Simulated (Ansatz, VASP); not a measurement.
TaN in VASP and in Ansatz

File POSCAR:

```
TaN
1.0
    0.0000000000      2.4911437700      2.4911437700
    2.4911437700      0.0000000000      2.4911437700
    2.4911437700      2.4911437700      0.0000000000
Ta N
1 1
Direct
    0.0000000000      0.0000000000      0.0000000000
    0.2500000000      0.2500000000      0.2500000000
```

INCAR.step1

```
PREC = Accurate
ENCUT = 520
ISMEAR = 0
SIGMA = 0.05
LREAL = F
LASPH = T
NELM = 150
ISPIN = 2
MAGMOM = 0 0
LMAXMIX = 4
LDAU = T
LDAUTYPE = 1
LDAUL = 2 -1
LDAUU = 4 0
LDAUJ = 0.9 0
NBANDS = 19
GGA = PE
ALGO = Normal
EDIFF = 1E-4
LWAVE = T
LCHARG = F
```

INCAR.step2

```
PREC = Accurate
ENCUT = 520
EDIFF = 1E-6
ISMEAR = 0
SIGMA = 0.05
LREAL = F
LASPH = T
NELM = 150
ALGO = Normal
ISIF = 2
LWAVE = F
LCHARG = F
ISPIN = 2
MAGMOM = 0 0
LORBIT = 11
LMAXMIX = 4
LDAU = T
LDAUTYPE = 1
LDAUL = 2 -1
LDAUU = 4 0
LDAUJ = 0.9 0
LDAUPRINT = 1
METAGGA = R2SCAN
LMIXTAU = T
NBANDS = 19
ISTART = 1
```

Contents of KPOINTS:

```
Automatic mesh
0
Gamma
  7 7 7
```

Input for Ansatz:

```yaml
crystal:
  lattice:
    - [0.0, 2.49114377, 2.49114377]
    - [2.49114377, 0.0, 2.49114377]
    - [2.49114377, 2.49114377, 0.0]
  atoms:
    - { symbol: Ta, position: [0.0, 0.0, 0.0], spin: 0.3 }
    - { symbol: "N", position: [0.25, 0.25, 0.25] }
basis:
  ecutwfc: 500
  ecutrho_ratio: 4
kpoints:
  mp_grid: { grid: [7, 7, 7] }
hamiltonian:
  xc: r2scan
  hubbard:
    sites:
      - { site: 0, l: d, u: 4.0, j: 0.9, starting_ns: [{ spin: up, occupation_matrix: s0up }, { spin: down, occupation_matrix: s0down }] }
    occupation_matrices:
      s0up:
        matrix:
          - [0.02, 0.0, 0.0, 0.0, 0.0]
          - [0.0, 0.02, 0.0, 0.0, 0.0]
          - [0.0, 0.0, 0.02, 0.0, 0.0]
          - [0.0, 0.0, 0.0, 0.02, 0.0]
          - [0.0, 0.0, 0.0, 0.0, 0.97]
      s0down:
        matrix:
          - [0.02, 0.0, 0.0, 0.0, 0.0]
          - [0.0, 0.02, 0.0, 0.0, 0.0]
          - [0.0, 0.0, 0.02, 0.0, 0.0]
          - [0.0, 0.0, 0.0, 0.02, 0.0]
          - [0.0, 0.0, 0.0, 0.0, 0.97]
    ns_hold: { iters: 12 }
scf:
  occupations: { method: gaussian, width: 0.05 }
  lower_state_search: "off"
  max_iter: 150
output:
  forces: true
  stress: true
  eigenvalues: true
  populations: true
  hubbard: { sites: [{ site: 0, l: d }] }
magnetization:
  spin_polarized: true
```

Alike in both runs: task single point; functional r2SCAN; k mesh 7 × 7 × 7; occupations gaussian, width 0.05 eV; collinear spin; Hubbard terms Ta d U = 4.0 eV, J = 0.9 eV.

```csv
,VASP,Ansatz
version,VASP 6.6.1,Ansatz 0.2.0
potentials or method,"VASP PAW PBE potentials, release 64 (Ta_pv, N)","scalar-relativistic, plane waves, PAW"
plane-wave cutoff (eV),520,500
valence electrons in the cell,16,18
```

|  | VASP | Ansatz | Ansatz less VASP |
| --- | --- | --- | --- |
| gap on the k mesh at the Fermi level (eV) | none | none | - |
| pressure (GPa) | -24.2 | -27.2 | -3.06 |
| net moment per atom (μB) | 0.00 | 0.00 | -0.001 |

The programs project onto different local orbitals, so the same U acts differently. A gap of «none» marks a metal or a gap that the smearing closes. The two sets of potentials don't hold the same shells in valence. Ansatz warned: «filled_band_counts_differ_across_k_points».

Caveats: the PAW data sets were made with another functional, which shifts forces and pressure a little (VASP). The runs have no spin-orbit coupling, so splittings on Ta are missing. The state reached can hang on the start; a lower one may exist.
